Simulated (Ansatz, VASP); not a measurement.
# Cross-check of BN (Qingsongite) between VASP and Ansatz, part 2 of 2

Wanted: the spread between two codes on one cell, functional and k mesh. The cell is a member of a volume series, scaled by 0.985 from a relaxed one, so a pressure remains.

VASP 6.6.1 and Ansatz 0.2.0.

So far. Step 3 (Ansatz: single point, PBEsol, volume scaled by 0.985): The run ends at a pressure of 5.28 GPa. Step 6 (Ansatz: single point, PBE, volume scaled by 1.015): The run ends at a pressure of -5.60 GPa.

**7. VASP: single point, PBE, volume scaled by 1.015**

Level of this step: PBE; plane waves and PAW (N, B) (VASP).

The same cell, functional, mesh and smearing now go to VASP, with its own data sets and cutoff.

The input asks for a relaxation, which ended at its first step since no free force or stress exceeded the threshold; so it serves as a single point.

The input, INCAR:

```
SYSTEM = BN
PREC = Accurate
ENCUT = 520
EDIFF = 1E-06
NELM = 100
ISMEAR = 0
SIGMA = 0.03
LREAL = .FALSE.
ALGO = Normal
GGA = PE
NBANDS = 10
LORBIT = 11
LWAVE = .FALSE.
LCHARG = .FALSE.
KPAR = 8
IBRION = 2
NSW = 30
ISIF = 4
EDIFFG = -0.01
```

The input, POSCAR:

```
BN
1.0
    0.0000000000      1.8217473032      1.8217473032
    1.8217473032      0.0000000000      1.8217473032
    1.8217473032      1.8217473032      0.0000000000
N B
1 1
Direct
    0.7500000000      0.7500000000      0.7500000000
    0.0000000000      0.0000000000      0.0000000000
```

The input, KPOINTS:

```
Automatic mesh
0
Gamma
10 10 10
0 0 0
```

Potentials, in the order of the species: N and B (PBE family, release 64).

Launch:

```
$ mpirun -np 8 vasp_std
```

Numbers of over 12 decimals in the logs are rounded to 6 here.

The program printed:

```text
[banner, memory and clock lines left out]
running    8 mpi-ranks, on    1 nodes
[...]
[... a notice as in an earlier step ...]

 LDA part: xc-table for (Slater+PW92), standard interpolation
 POSCAR, INCAR and KPOINTS ok, starting setup
[...]
entering main loop
       N       E                     dE             d eps       ncg     rms          rms(c)
DAV:   1     0.958118603102E+01    0.95812E+01   -0.50139E+03   956   0.794E+02
DAV:   2    -0.178831044525E+02   -0.27464E+02   -0.26616E+02  1184   0.166E+02
DAV:   3    -0.183770203086E+02   -0.49392E+00   -0.49300E+00  1088   0.198E+01
DAV:   4    -0.183777045272E+02   -0.68422E-03   -0.68420E-03  1028   0.829E-01
[...]
DAV:  10    -0.174482501725E+02   -0.85148E-04   -0.12398E-04  1006   0.102E-01    0.145E-02
DAV:  11    -0.174482556515E+02   -0.54790E-05   -0.11049E-05  1072   0.282E-02    0.106E-02
DAV:  12    -0.174482556071E+02    0.44383E-07   -0.20150E-06   590   0.103E-02
   1 F= -.17448256E+02 E0= -.17448256E+02  d E =-.174483E+02
[...]
reached required accuracy - stopping structural energy minimisation
```

OUTCAR, selected parts (step 7):

```text
  Total       -0.4079743     -0.4079743     -0.4079743      0.0000000     -0.0000000      0.0000000
  in kB      -54.0566380    -54.0566380    -54.0566380      0.0000000     -0.0000000      0.0000000
  external PRESSURE =     -54.0566380 kB  Pullay stress =       0.0000000 kB

 POSITION                                       TOTAL-FORCE (eV/Angst)
 -----------------------------------------------------------------------------------
      2.73262      2.73262      2.73262        -0.000000      0.000000      0.000000
      0.00000      0.00000      0.00000         0.000000     -0.000000     -0.000000
 -----------------------------------------------------------------------------------
    total drift:                               -0.000000     -0.000000     -0.000000

  FREE ENERGIE OF THE ION-ELECTRON SYSTEM (eV)
  ---------------------------------------------------
  free  energy   TOTEN  =       -17.4482556071 eV

  energy  without entropy=      -17.4482556071  energy(sigma->0) =      -17.44825561

[... 2 parts as in an earlier step ...]

[... 2 further parts left out ...]
[key lines of the parts left out:]
E-fermi :   7.2427
```

**8. Side by side**

The two programs side by side:

| quantity | Ansatz | VASP | difference |
| --- | --- | --- | --- |
| pressure (GPa) | -5.60 | -5.41 | -0.20 |
| pressure without Ansatz's Pulay correction (GPa) | -6.66 | -5.41 | -1.25 |
| gap on the k mesh (eV) | 4.445 | 4.434 | +0.011 |

A gap on the mesh is an upper bound, since the band edges may lie between its points. Ansatz's pressure holds a Pulay correction of 1.05 GPa; VASP's holds none.

**9. Further runs**

Further runs change the set-up of one program: Ansatz's method, potentials or start, or VASP's data sets, cutoff or form of LDA. The table gives Ansatz less VASP for each quantity, since a change that brings one quantity closer may part another.

| run | pressure (GPa) | gap on the k mesh (eV) |
| --- | --- | --- |
| as above | -0.20 | 0.011 |
| Ansatz's all-electron LAPW method | -0.21 | 0.0078 |

**10. VASP: single point, BLYP, volume scaled by 1.015**

With cell and atoms fixed, the geometry can't cause a difference; cores, projectors, grids and the points listed under the comparison can. The cell compared in this pair holds 12.31 Å³, against 12.09 Å³ for the pair before.

The input asks for a relaxation, which ended at its first step since no free force or stress exceeded the threshold; so it serves as a single point.

Edit INCAR of step 7 so:

```diff
@@ -9,3 +9,7 @@
 ALGO = Normal
-GGA = PE
+GGA = B5
+ALDAX = 1
+AGGAX = 1
+AGGAC = 1
+ALDAC = 0
 NBANDS = 10
```

The input, POSCAR:

```
BN
1.0
    0.0000000000      1.8325909798      1.8325909798
    1.8325909798      0.0000000000      1.8325909798
    1.8325909798      1.8325909798      0.0000000000
N B
1 1
Direct
    0.7500000000      0.7500000000      0.7500000000
    0.0000000000      0.0000000000      0.0000000000
```

KPOINTS is that of step 7.

Launch:

```
$ mpirun -np 8 vasp_std
```

The program printed:

```text
[banner, memory and clock lines left out]
running    8 mpi-ranks, on    1 nodes
[...]
[... a notice as in an earlier step ...]

 [... a notice as in an earlier step ...]

 LDA part: xc-table for (Slater(with rela. corr.)+VWN5), standard interpolation
 POSCAR, INCAR and KPOINTS ok, starting setup
[...]
entering main loop
       N       E                     dE             d eps       ncg     rms          rms(c)
DAV:   1     0.105958560185E+02    0.10596E+02   -0.50965E+03   964   0.797E+02
DAV:   2    -0.170461300303E+02   -0.27642E+02   -0.26983E+02  1116   0.170E+02
DAV:   3    -0.175305267790E+02   -0.48440E+00   -0.48332E+00  1072   0.200E+01
DAV:   4    -0.175312806072E+02   -0.75383E-03   -0.75382E-03  1052   0.841E-01
[...]
DAV:  10    -0.164081992277E+02   -0.65659E-04   -0.10887E-04  1014   0.111E-01    0.140E-02
DAV:  11    -0.164082014590E+02   -0.22313E-05   -0.66495E-06  1072   0.215E-02    0.947E-03
DAV:  12    -0.164082015432E+02   -0.84166E-07   -0.12480E-06   568   0.809E-03
   1 F= -.16408202E+02 E0= -.16408202E+02  d E =-.164082E+02
[...]
reached required accuracy - stopping structural energy minimisation
```

From OUTCAR (step 10):

```text
  Total       -0.3980718     -0.3980718     -0.3980718     -0.0000000      0.0000000     -0.0000000
  in kB      -51.8137903    -51.8137903    -51.8137903     -0.0000000      0.0000000     -0.0000000
  external PRESSURE =     -51.8137903 kB  Pullay stress =       0.0000000 kB

 POSITION                                       TOTAL-FORCE (eV/Angst)
 -----------------------------------------------------------------------------------
      2.74889      2.74889      2.74889        -0.000000     -0.000000      0.000000
      0.00000      0.00000      0.00000         0.000000      0.000000     -0.000000
 -----------------------------------------------------------------------------------
    total drift:                                0.000000      0.000000     -0.000000

  FREE ENERGIE OF THE ION-ELECTRON SYSTEM (eV)
  ---------------------------------------------------
  free  energy   TOTEN  =       -16.4082015432 eV

  energy  without entropy=      -16.4082015432  energy(sigma->0) =      -16.40820154

[... 2 parts as in an earlier step ...]

[... 2 further parts left out ...]
[key lines of the parts left out:]
E-fermi :   7.4420
```

**11. Ansatz: single point, BLYP, volume scaled by 1.015**

The same cell, functional (in two slightly different forms), mesh and smearing now go to Ansatz, which takes its cutoff from its data sets.

The cell is a member of a volume series, scaled by 1.015 from a relaxed one, so a pressure remains.

The input, input.yaml:

```yaml
crystal:
  lattice:
    - [0.0, 1.83259098, 1.83259098]
    - [1.83259098, 0.0, 1.83259098]
    - [1.83259098, 1.83259098, 0.0]
  atoms:
    - { symbol: "N", position: [0.75, 0.75, 0.75] }
    - { symbol: B, position: [0.0, 0.0, 0.0] }
hamiltonian:
  xc: blyp
  pseudopotentials: { kind: paw }
kpoints:
  mp_grid: { grid: [10, 10, 10] }
scf:
  occupations: { method: gaussian, width: 0.03 }
  n_extra_bands: 4
output:
  forces: true
  stress: true
  eigenvalues: true
  write_density: true
  write_potential: true
  elf: true
  volumetric_format: npy
```

Launch:

```
$ ansatz run input.yaml --threads 2 --pin off --max-ram 4608MiB --backend cpu --events-out ev --progress --plain --runs-dir out
```

The program printed:

```text
[...]
Crystal: 2 atoms, lattice volume = 12.309 Å³
Basis set: ecut = 420 eV, 259 PW (Γ), exchange–correlation on 36×36×36 points (8 copies of the dense FFT grid, shifted against one another)
Bands: 8, of which v1, the nominal top of the filled ones, is band 4 counted from 1 (3 counted from 0)
Symmetry: 24 space group operations
[...]
k-points: 47 of 1000 (time reversal used)
[...]
Free energy (F): -544.006087 eV
[...]
Internal energy: -544.006087 eV  (E = F + TS)
E sigma→0 (E₀):  -544.006087 eV
Fermi energy:    13.258889 eV
[...]
--- Stress (GPa, compression-positive) ---
       -5.117214       0.000000       0.000000
       -0.000000      -5.117214       0.000000
       -0.000000       0.000000      -5.117214
  P = ⅓ Tr σ = -5.1172 GPa (-51.172 kbar)
--- Band table (eV; the first three rows and the last of 47) ---
[...]
[key lines of the parts left out:]
SCF converged after 6 iterations
```

Elapsed: 1.2 s, on 2 threads of Arm Neoverse N1, shared host; peak memory 0.25 GiB.

The run ends at a pressure of -5.12 GPa.

**12. Side by side**

What differs besides the data sets and the points named for the pairs above, as far as they apply: VASP's log shows a relativistic correction to its local exchange, Ansatz's none. Total energies have different zeros and are not compared.

The two programs side by side:

| quantity | Ansatz | VASP | difference |
| --- | --- | --- | --- |
| pressure (GPa) | -5.12 | -5.18 | +0.06 |
| pressure without Ansatz's Pulay correction (GPa) | -6.32 | -5.18 | -1.14 |
| gap on the k mesh (eV) | 4.815 | 4.820 | -0.005 |

A gap on the mesh is an upper bound, since the band edges may lie between its points. Ansatz's pressure holds a Pulay correction of 1.20 GPa; VASP's holds none.

**13. Results**

```yaml
difference_in_gap_on_the_k_mesh_single_point_pbesol_volume_scaled_by_0p985: 0.010 eV
difference_in_pressure_single_point_pbesol_volume_scaled_by_0p985: -0.69 GPa
difference_in_gap_on_the_k_mesh_single_point_pbe_volume_scaled_by_1p015: 0.011 eV
difference_in_gap_on_the_k_mesh_single_point_blyp_volume_scaled_by_1p015: -0.0053 eV
```

The difference in pressure is -0.69 GPa (single point, PBEsol, volume scaled by 0.985), within the 1 GPa picked in this series as the mark of a large difference. For single point, PBEsol, volume scaled by 0.985, no further run moves any of the tabulated differences by more than a quarter of its size. Single point, PBE, volume scaled by 1.015, Ansatz's all-electron LAPW method: the difference in gap on the k mesh goes from 0.011 to 0.0078 eV. 2 further runs of this series are not shown here. Such differences can come from data sets, numerical settings and the points named under the comparisons, not from the functional's error against experiment.

[Lines on the potential files, build, host, timing and source positions are cut from VASP's logs without a mark.]

[Logs are printed without paths, hosts, clocks, repeated set-up lines and the standing remarks that a program may print on its own settings, such as how far it seeks lower states.]

[Hosts, paths, dates, database ids (printed as entryN), source tags and the programs' standing remarks are cut or masked in the printed files.]
